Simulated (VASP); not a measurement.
P:

```
CELL_PARAMETERS angstrom
1.64774 -5.46504 0.00000
1.64774 5.46504 0.00000
0.00000 0.00000 4.54364
ATOMIC_POSITIONS crystal
P 0.90414 0.09586 0.58882
P 0.09586 0.90414 0.41118
P 0.59586 0.40414 0.08882
P 0.40414 0.59586 0.91118
```

| Quantity | Value |
| --- | --- |
| Program | VASP 6.6.1 |
| Task | relaxation of cell and atoms |
| Functional | PBEsol |
| Potentials or basis | VASP PAW PBE potentials, release 64 (P) |
| Cutoff | 600 eV |
| k mesh | 8 × 8 × 6 |
| Occupations | gaussian, width 0.02 eV |
| Spin | no spin polarisation |

At the start: pressure -0.7 GPa; volume 20.46 Å³/atom.

Question: How do energy, volume and symmetry change on relaxing?

Answer: Over 29 steps the energy falls by 19.0 meV/atom and the volume is 17.89 Å³/atom (-12.5 %); space group Cmce (No. 64, to 0.05 Å).

The path:
```csv
step,energy change (eV),largest force (eV/Å),pressure (GPa),volume (Å³)
1,0.0000,0.2756,-0.69,81.83
2,-0.0143,0.1598,-0.46,80.79
3,-0.0174,0.1887,-0.27,80.02
4,-0.0275,0.0941,-0.13,79.10
5,-0.0345,0.0845,0.15,77.65
6,-0.0434,0.0499,-0.03,77.14
7,-0.0609,0.0507,-0.48,75.60
8,-0.0598,0.1688,-0.92,72.46
9,-0.0659,0.1077,-0.72,74.12
10,-0.0698,0.0953,-0.15,72.79
11,-0.0702,0.1059,0.31,71.91
12,-0.0703,0.1003,0.18,72.16
13,-0.0725,0.0214,-0.04,71.84
14,-0.0728,0.0394,-0.22,71.59
15,-0.0738,0.0745,0.02,71.06
16,-0.0738,0.0663,-0.01,71.13
17,-0.0746,0.0285,0.17,71.07
18,-0.0746,0.0276,0.25,71.05
19,-0.0751,0.0047,-0.04,71.31
20,-0.0751,0.0111,-0.10,71.36
21,-0.0755,0.0169,-0.08,71.40
22,-0.0759,0.0215,0.03,71.52
23,-0.0760,0.0203,0.00,71.49
24,-0.0760,0.0206,0.00,71.49
25,-0.0760,0.0207,0.11,71.52
26,-0.0760,0.0102,0.05,71.51
27,-0.0761,0.0068,0.00,71.58
28,-0.0761,0.0054,-0.01,71.57
29,-0.0761,0.0049,0.00,71.57
```

Final structure:
```yaml
crystal:
  lattice:
    - [1.65618, -5.13209, 0.00000]
    - [1.65618, 5.13209, 0.00000]
    - [0.00000, 0.00000, 4.21002]
  atoms:
    - { symbol: P, position: [0.89460, 0.10540, 0.57344] }
    - { symbol: P, position: [0.10540, 0.89460, 0.42656] }
    - { symbol: P, position: [0.60540, 0.39460, 0.07344] }
    - { symbol: P, position: [0.39460, 0.60540, 0.92656] }
```

Caveat: the PAW data sets were made with another functional, which shifts forces and pressure a little.
